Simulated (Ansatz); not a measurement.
# NaF: the cost of one run

Method: DFT PBE, scalar-relativistic, plane waves, PAW, unless a step names another level, in Ansatz 0.2.0.

## (1) The starting structure

The structure is cubic, space group Pm-3n (No. 223). Conventional cell: a = 6.309 Å, b = 6.309 Å, c = 6.309 Å, α = 90.00°, β = 90.00°, γ = 90.00°. Around Na (site symmetry -4m2) lie 4 F at 2.23 Å. F (site symmetry -4m2) is surrounded by 4 Na at 2.23 Å.

Structure file:

```cif
data_structure
_symmetry_space_group_name_H-M 'P 1'
_symmetry_Int_Tables_number 1
_cell_length_a 6.3094
_cell_length_b 6.3094
_cell_length_c 6.3094
_cell_angle_alpha 90.000
_cell_angle_beta 90.000
_cell_angle_gamma 90.000
_cell_volume 251.17
loop_
_atom_site_label
_atom_site_type_symbol
_atom_site_fract_x
_atom_site_fract_y
_atom_site_fract_z
_atom_site_occupancy
Na1 Na 0.75000 0.50000 0.00000 1
Na2 Na 0.50000 0.00000 0.75000 1
Na3 Na 0.00000 0.75000 0.50000 1
Na4 Na 0.00000 0.25000 0.50000 1
Na5 Na 0.25000 0.50000 0.00000 1
Na6 Na 0.50000 0.00000 0.25000 1
F1 F 0.50000 0.75000 0.00000 1
F2 F 0.75000 0.00000 0.50000 1
F3 F 0.00000 0.50000 0.75000 1
F4 F 0.25000 0.00000 0.50000 1
F5 F 0.00000 0.50000 0.25000 1
F6 F 0.50000 0.25000 0.00000 1
```

It is the end of an earlier relaxation with the same method, from a generated guess; it needn't be the stable form of this composition. At a tolerance of 0.02 Å it has space group Pm-3n (No. 223); it has 20.93 Å³/atom, an uncorrected energy of -2.62 eV/atom over the elements and, on its mesh, gap 5.15 eV.

## (2) Strained cells: the elastic tensor

input.yaml reads:

```yaml
crystal:
  lattice:
    - [6.3112509058, 0.0, 0.0]
    - [0.0, 6.3112509058, 0.0]
    - [0.0, 0.0, 6.3112509058]
  atoms:
    - { symbol: Na, position: [0.75, 0.5, 0.0] }
    - { symbol: Na, position: [0.5, 0.0, 0.75] }
    - { symbol: Na, position: [0.0, 0.75, 0.5] }
    - { symbol: Na, position: [0.0, 0.25, 0.5] }
    - { symbol: Na, position: [0.25, 0.5, 0.0] }
    - { symbol: Na, position: [0.5, 0.0, 0.25] }
    - { symbol: F, position: [0.5, 0.75, 0.0] }
    - { symbol: F, position: [0.75, 0.0, 0.5] }
    - { symbol: F, position: [0.0, 0.5, 0.75] }
    - { symbol: F, position: [0.25, 0.0, 0.5] }
    - { symbol: F, position: [0.0, 0.5, 0.25] }
    - { symbol: F, position: [0.5, 0.25, 0.0] }
basis:
  ecutwfc: 420
kpoints:
  mp_grid: { grid: [4, 4, 4] }
hamiltonian:
  xc: pbe
scf:
  occupations: { method: fixed }
output:
  forces: true
  stress: true
  eigenvalues: true
elastic:
  mode: relaxed_ion
  stencil: two_point
```

Command:

```sh
$ ansatz run input.yaml --threads 4 --pin off --max-ram 8192MiB --backend cpu --events-out ev --progress --plain --runs-dir out
```

What time and memory should one allow on 4 threads of Arm Neoverse V2, shared host?

About 71 s, with a peak of 0.79 GiB.
